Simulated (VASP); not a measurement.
# Si (a cell with a defect) in VASP: notebook, part 2 of 3

VASP 6.6.1. The steps go on from the part before.

## (3) Single point, PBEsol

File INCAR:

```
  PREC = Accurate
  ENCUT = 520
  EDIFF = 1E-6
  ISMEAR = -1
  SIGMA = 0.05
  LREAL = Auto
  LASPH = T
  NELM = 80
  ALGO = Fast
  ISIF = 2
  LWAVE = F
  LCHARG = F
  GGA = PS
  NBANDS = 48
```

File KPOINTS:

```
regular mesh
0
Gamma
  2 2 2
```

File POSCAR:

```
Si
1.0
    0.0000000000      5.4300000000      5.4300000000
    5.4300000000      0.0000000000      5.4300000000
    5.4300000000      5.4300000000      0.0000000000
Si
17
Direct
   -0.0096058932     -0.0100338858      0.0239869245
    0.1260678637      0.1254726519      0.1286437385
    0.0030080110      0.0024255064      0.5076912523
    0.1134755985      0.1128790976      0.6552382136
    0.0010170350      0.4978824125     -0.0024000921
    0.1261613260      0.6142285451      0.1284616943
    0.0030071823      0.4812093923      0.5074020258
    0.1313928177      0.6187058932      0.6253591160
    0.4984676796      0.0003965930     -0.0025089319
    0.6147219153      0.1257103131      0.1282539595
    0.4818011050      0.0025051565      0.5071482505
    0.6192773481      0.1307826888      0.6252539595
    0.4984135359      0.4979678637     -0.0026231123
    0.6274883978      0.6268624309      0.1128639042
    0.5031156538      0.5025357274      0.4860828729
    0.6193266114      0.6189021179      0.6252422652
    0.8616737569      0.8609411602      0.4105805709
```

Potentials or basis: VASP PAW PBE potentials, release 64 (Si).

Launch:

```bash
$ cat potpaw_PBE.64/Si/POTCAR > POTCAR
$ mpirun -np 1 vasp_std > vasp.out
```

OUTCAR:

```text
PREC = Accurate
   ENCUT = 520
   EDIFF = 1E-6
   ISMEAR = -1
   LREAL = Auto
   LASPH = T
   NELM = 80
   ISIF = 2
   GGA = PS

 ion  position               nearest neighbor table
   1  0.990  0.990  0.024-   4 2.31  10 2.36   6 2.36   2 2.36  17 2.42
   2  0.126  0.125  0.129-   9 2.34   5 2.34   1 2.36   3 2.38  17 2.88
   3  0.003  0.002  0.508-   4 2.32   2 2.38  17 2.39   8 2.41  12 2.41
   4  0.113  0.113  0.655-   1 2.31   7 2.32  11 2.32   3 2.32
   5  0.001  0.498  0.998-   8 2.33   6 2.34   2 2.34  14 2.34
   6  0.126  0.614  0.128-  13 2.33   5 2.34   1 2.36   7 2.38  17 2.87
   7  0.003  0.481  0.507-   4 2.32   6 2.38  17 2.39  16 2.41   8 2.41
   8  0.131  0.619  0.625-  15 2.33   5 2.33   3 2.41   7 2.41  17 2.64
   9  0.498  0.000  0.997-  12 2.33  10 2.34   2 2.34  14 2.34
  10  0.615  0.126  0.128-  13 2.33   9 2.34   1 2.36  11 2.38  17 2.88
  11  0.482  0.003  0.507-   4 2.32  10 2.38  17 2.39  16 2.41  12 2.41
  12  0.619  0.131  0.625-  15 2.33   9 2.33   3 2.41  11 2.41  17 2.64
  13  0.498  0.498  0.997-  16 2.33   6 2.33  10 2.33  14 2.34
  14  0.627  0.627  0.113-  15 2.34  13 2.34   5 2.34   9 2.34
  15  0.503  0.503  0.486-   8 2.33  16 2.33  12 2.33  14 2.34
  16  0.619  0.619  0.625-  15 2.33  13 2.33  11 2.41   7 2.41  17 2.64
  17  0.862  0.861  0.411-   7 2.39  11 2.39   3 2.39   1 2.42  16 2.64   8 2.64  12 2.64   6 2.87
                             2 2.88  10 2.88

  LATTYP: Found a face centered cubic cell.
 ALAT       =    10.8600000000

  Lattice vectors:

 A1 = (   0.0000000000,   5.4300000000,   5.4300000000)
 A2 = (   5.4300000000,   0.0000000000,   5.4300000000)
 A3 = (   5.4300000000,   5.4300000000,   0.0000000000)

Analysis of symmetry for initial positions (statically):
=====================================================================
 Subroutine PRICEL returns:
 Original cell was already a primitive cell.

 Routine SETGRP: Setting up the symmetry group for a
 face centered cubic supercell.

 Subroutine GETGRP returns: Found  1 space group operations
 (whereof  1 operations were pure point group operations)
 out of a pool of 48 trial point group operations.

[... 155 lines left out ...]
   IVDW    =     0    specifies the selected vdW correction
   LEPSILON=     F    determine dielectric tensor
   LRPA    =     F    only Hartree local field effects (RPA)
 non-spin polarized calculation
 RMM-DIIS sequential band-by-band and
  energy-cutoff  :      520.00
  volume of cell :      320.21
 maximum number of plane-waves:      8646
 NGX is ok and might be reduce to    60
   NGX = 29   NGY = 29   NGZ = 29

 number of electron      68.0000000 magnetization

 Free energy of the ion-electron system (eV)
  ---------------------------------------------------
  ext. energy  EPLUGINS =         0.00000000
  ---------------------------------------------------
  free energy    TOTEN  =       -93.90131176 eV

  energy without entropy =      -93.86022399  energy(sigma->0) =      -93.88076787

 E-fermi :   6.7503     XC(G=0):  -9.8096

 val. band max:        6.6162798697   @ k =   0.0000   0.0000   0.0000
 cond. band min:       6.7985369952   @ k =   0.5000   0.0000   0.5000
 fundamental gap:      0.1822571255
 Fermi energy:         6.7503195584

 k-point     1 :       0.0000    0.0000    0.0000
  band No.  band energies     occupation
      1      -6.3801      2.00000
      2      -3.8553      2.00000
      3      -3.6901      2.00000
      4      -3.6895      2.00000
      5      -3.6215      2.00000
      6      -2.8521      2.00000
[... 381 lines left out ...]
     45      10.0124      0.00000
     46      10.1511      0.00000
 [bands above 46 left out]

------------------------ aborting loop because EDIFF is reached ----------------------------------------

  FORCE on cell =-STRESS in cart. coord.  units (eV):
  Direction    XX          YY          ZZ          XY          YZ          ZX
  --------------------------------------------------------------------------------------
  -------------------------------------------------------------------------------------
  Total        6.6805145      6.6806285      6.6841904     -0.1010914      0.0642308      0.0702244
  in kB       33.4265081     33.4270786     33.4449008     -0.5058191      0.3213840      0.3513738
  external PRESSURE =      33.4328292 kB  Pullay stress =       0.0000000 kB

 VOLUME and BASIS-vectors are now :
 -----------------------------------------------------------------------------
  energy-cutoff  :      520.00
  volume of cell :      320.21
      direct lattice vectors                 reciprocal lattice vectors
     0.000000000  5.430000000  5.430000000    -0.092081031  0.092081031  0.092081031
     5.430000000  0.000000000  5.430000000     0.092081031 -0.092081031  0.092081031
     5.430000000  5.430000000  0.000000000     0.092081031  0.092081031 -0.092081031

 POSITION                                       TOTAL-FORCE (eV/Angst)
 -----------------------------------------------------------------------------------
      5.50577      5.50809     10.75336        -0.066388     -0.064948      0.073359
      1.37985      1.38308      1.36586        -0.000567     -0.001227     -0.019965
      2.76993      2.77310      0.02950        -0.011673     -0.011899     -0.040358
      4.17088      4.17412      1.22911        -0.055352     -0.054658      0.046836
      8.12047      5.42249      2.70902         0.017087      0.014923     -0.025264
      4.03281      1.38260      4.02032         0.021009     -0.006876     -0.003459
[... 9 lines left out ...]
      6.75570      6.75801      6.72358         0.014849      0.018650     -0.010310
      6.90436      6.90834      9.35380        -0.079378     -0.086691      0.093437
 -----------------------------------------------------------------------------------
    total drift:                                0.002236     -0.000601      0.002233

  FREE ENERGIE OF THE ION-ELECTRON SYSTEM (eV)
  ---------------------------------------------------
  free  energy   TOTEN  =       -93.9013117573 eV

  energy  without entropy=      -93.8602239922  energy(sigma->0) =      -93.88076787
```

OSZICAR:

```text
N       E                     dE             d eps       ncg     rms          rms(c)
DAV:   1     0.157172948751E+03    0.15717E+03   -0.26086E+04   768   0.117E+03
DAV:   2    -0.812527817425E+02   -0.23843E+03   -0.22667E+03   944   0.171E+02
DAV:   3    -0.955044181001E+02   -0.14252E+02   -0.13905E+02   968   0.368E+01
DAV:   4    -0.958106912119E+02   -0.30627E+00   -0.30487E+00   944   0.661E+00
DAV:   5    -0.958181834497E+02   -0.74922E-02   -0.74850E-02   976   0.980E-01    0.149E+01
RMM:   6    -0.944492689084E+02    0.13689E+01   -0.84826E-01   775   0.237E+00    0.889E+00
RMM:   7    -0.938891970439E+02    0.56007E+00   -0.14329E+00   829   0.329E+00    0.729E-01
RMM:   8    -0.938978686207E+02   -0.86716E-02   -0.14968E-01   879   0.137E+00    0.362E-01
RMM:   9    -0.939009816231E+02   -0.31130E-02   -0.34864E-02   927   0.636E-01    0.320E-01
RMM:  10    -0.939014318362E+02   -0.45021E-03   -0.76988E-03   867   0.313E-01    0.144E-01
RMM:  11    -0.939012501828E+02    0.18165E-03   -0.19528E-03   948   0.162E-01    0.705E-02
RMM:  12    -0.939012929710E+02   -0.42788E-04   -0.42454E-04   955   0.802E-02    0.111E-01
RMM:  13    -0.939013066410E+02   -0.13670E-04   -0.93020E-05   925   0.349E-02    0.100E-01
RMM:  14    -0.939013105327E+02   -0.38917E-05   -0.31594E-05   926   0.193E-02    0.966E-02
RMM:  15    -0.939013116529E+02   -0.11202E-05   -0.59365E-06   733   0.891E-03    0.855E-02
RMM:  16    -0.939013117573E+02   -0.10437E-06   -0.17740E-06   569   0.458E-03
   1 F= -.93901312E+02 E0= -.93880768E+02  d E =-.410878E-01
```

stdout:

```text
POSCAR found type information on POSCAR Si
 POSCAR found :  1 types and      17 ions
 scaLAPACK will be used
 -----------------------------------------------------------------------------
|                                                                             |
|                                                                             |
|     You enforced a specific xc type in the INCAR file but a different       |
|     I HOPE YOU KNOW WHAT YOU ARE DOING!                                     |
|                                                                             |
 -----------------------------------------------------------------------------

 LDA part: xc-table for (Slater+PW92), standard interpolation
 POSCAR, INCAR and KPOINTS ok, starting setup
 FFT: planning ... GRIDC
 FFT: planning ... GRID_SOFT
 FFT: planning ... GRID
 WAVECAR not read
 entering main loop
```

Wall time 2.7 min (1 thread of AMD EPYC 9R45 (Zen 5), shared host); peak memory 0.43 GiB.

Results:

* Free energy: -93.9013 eV
* Pressure: 3.3 GPa
* Largest force: 0.150 eV/Å
* Band gap on the k mesh: none (metal or under the smearing width)

Forces in eV/Å, atoms in the order of the input:
```
Si  -0.066 -0.065  0.073
Si  -0.001 -0.001 -0.020
Si  -0.012 -0.012 -0.040
Si  -0.055 -0.055  0.047
Si   0.017  0.015 -0.025
Si   0.021 -0.007 -0.003
Si   0.044  0.000  0.010
Si   0.025  0.007 -0.025
Si   0.014  0.018 -0.025
Si  -0.005  0.021 -0.003
Si   0.001  0.046  0.013
Si   0.006  0.024 -0.025
Si   0.022  0.023 -0.015
Si   0.031  0.030 -0.018
Si   0.023  0.025 -0.025
Si   0.015  0.019 -0.010
Si  -0.079 -0.087  0.093
```

Levels at points of the mesh, in eV from the Fermi level:
```
           k point  band 30  band 31  band 32  band 33  band 34  band 35  band 36  band 37  band 38  band 39
(0.00, 0.00, 0.00)    -1.60    -0.76    -0.71    -0.71    -0.32    -0.14    -0.13     0.08     0.08     0.48
(0.50, 0.00, 0.00)    -1.47    -1.35    -1.35    -1.24    -0.25     0.42     0.69     0.86     0.91     1.34
(0.00, 0.50, 0.00)    -1.47    -1.35    -1.35    -1.24    -0.25     0.42     0.69     0.86     0.91     1.34
(0.00, 0.00, 0.50)    -1.47    -1.47    -1.30    -1.30    -0.30     0.48     0.48     1.01     1.01     1.27
(0.50, 0.50, 0.50)    -1.47    -1.34    -1.34    -1.24    -0.25     0.42     0.69     0.86     0.91     1.34
(0.50, 0.50, 0.00)    -1.93    -1.90    -1.76    -0.90     0.05     0.69     1.09     1.17     1.22     1.93
(0.00, 0.50, 0.50)    -1.93    -1.90    -1.76    -0.90     0.05     0.69     1.09     1.17     1.22     1.93
(0.50, 0.00, 0.50)    -1.93    -1.90    -1.76    -0.90     0.05     0.69     1.09     1.17     1.22     1.93
```

Caveat: the k mesh is coarse (spacing up to 0.50 Å⁻¹), so the values aren't converged; the PAW data sets were made with another functional, which shifts forces and pressure a little.

## (4) Single point, PBEsol

File INCAR:

```
SYSTEM = Si
PREC     = Accurate       ! precision mode
ENCUT    = 520            ! plane-wave cutoff, eV
EDIFF    = 1E-6           ! SCF threshold, eV
ISMEAR   = -1             ! smearing method
SIGMA    = 0.05           ! smearing width, eV
LREAL    = Auto         
LASPH    = .TRUE.         ! aspherical terms in the spheres
NELM     = 60             ! most SCF steps
ALGO     = Fast           ! electronic algorithm
ISIF     = 2              ! what is computed and relaxed
LWAVE    = .FALSE.        ! write WAVECAR
LCHARG   = .FALSE.        ! write CHGCAR
GGA      = PS             ! functional
NBANDS   = 48             ! bands
```

File KPOINTS:

```
Automatic mesh
0
G
  2 2 2
  0 0 0
```

File POSCAR:

```
Si
1.0
    0.0000000000      5.4300000000      5.4300000000
    5.4300000000      0.0000000000      5.4300000000
    5.4300000000      5.4300000000      0.0000000000
Si
17
Direct
   -0.0253794754     -0.0263594637      0.0777138671
    0.1318532750      0.1310532179      0.1299152232
    0.0176560729      0.0170351386      0.5041480140
    0.1015205313      0.1012596860      0.6958533493
    0.0062276233      0.5022968439     -0.0112034732
    0.1319226887      0.6067917428      0.1298388011
    0.0176195753      0.4610672435      0.5040420815
    0.1364135993      0.6233379913      0.6166500907
    0.5030888507      0.0052232035     -0.0108186351
    0.6077750604      0.1309298293      0.1300416282
    0.4613056828      0.0170428948      0.5043345482
    0.6238292976      0.1356964356      0.6170371620
    0.5031504968      0.5021868430     -0.0109684513
    0.6349789305      0.6339689271      0.0966740880
    0.5105421697      0.5098049321      0.4695422246
    0.6238867490      0.6232335575      0.6168852569
    0.8359116720      0.8355191768      0.4928978247
```

Launch:

```bash
$ cat potpaw_PBE.64/Si/POTCAR > POTCAR
$ mpirun -np 1 vasp_std > vasp.out
```

Run time: 3.1 min. Hardware: 1 thread of AMD EPYC 9R45 (Zen 5), shared host; peak memory 0.43 GiB.

Results (log left out):

```
Free energy            : -93.6946 eV
Pressure               : 2.5 GPa
Largest force          : 0.020 eV/Å
Band gap on the k mesh : none (metal or under the smearing width)
```

Forces in eV/Å, atoms in the order of the input:
```
Si   0.002  0.000 -0.001
Si  -0.003 -0.004 -0.005
Si   0.001  0.000 -0.005
Si   0.009  0.008 -0.009
Si  -0.003  0.002  0.002
Si   0.007 -0.005  0.005
Si   0.003  0.005 -0.005
Si  -0.003  0.002  0.004
Si   0.001 -0.003  0.004
Si   0.001  0.002  0.000
Si  -0.006  0.010  0.007
Si  -0.004 -0.006  0.005
Si  -0.004 -0.003 -0.001
Si   0.005  0.000 -0.003
Si   0.009  0.011 -0.010
Si  -0.004 -0.006  0.001
Si  -0.011 -0.013  0.011
```

Stress tensor (GPa, compression positive):
```
 2.49 -0.42  0.42
-0.42  2.49  0.42
 0.42  0.42  2.49
```

Levels at points of the mesh, in eV from the Fermi level:
```tsv
k point	band 30	band 31	band 32	band 33	band 34	band 35	band 36	band 37	band 38	band 39
(0.00, 0.00, 0.00)	-1.40	-1.11	-0.66	-0.66	-0.43	-0.07	-0.07	0.24	0.24	0.79
(0.50, 0.00, 0.00)	-1.40	-1.32	-1.29	-0.82	-0.16	0.20	0.68	0.90	1.03	1.32
(0.00, 0.50, 0.00)	-1.40	-1.32	-1.29	-0.82	-0.16	0.20	0.68	0.90	1.03	1.32
(0.00, 0.00, 0.50)	-1.32	-1.32	-1.24	-1.23	-0.25	0.36	0.36	1.17	1.17	1.22
(0.50, 0.50, 0.50)	-1.40	-1.32	-1.29	-0.82	-0.16	0.20	0.68	0.90	1.03	1.32
(0.50, 0.50, 0.00)	-1.88	-1.83	-1.65	-0.74	0.00	0.40	1.29	1.47	1.57	1.91
(0.00, 0.50, 0.50)	-1.88	-1.83	-1.65	-0.74	0.00	0.40	1.29	1.46	1.57	1.91
(0.50, 0.00, 0.50)	-1.88	-1.83	-1.65	-0.74	0.00	0.40	1.29	1.47	1.57	1.91
```

Caveat: the k mesh is coarse (spacing up to 0.50 Å⁻¹), so the values aren't converged; the PAW data sets were made with another functional, which shifts forces and pressure a little.

[end of part 2 of 3]
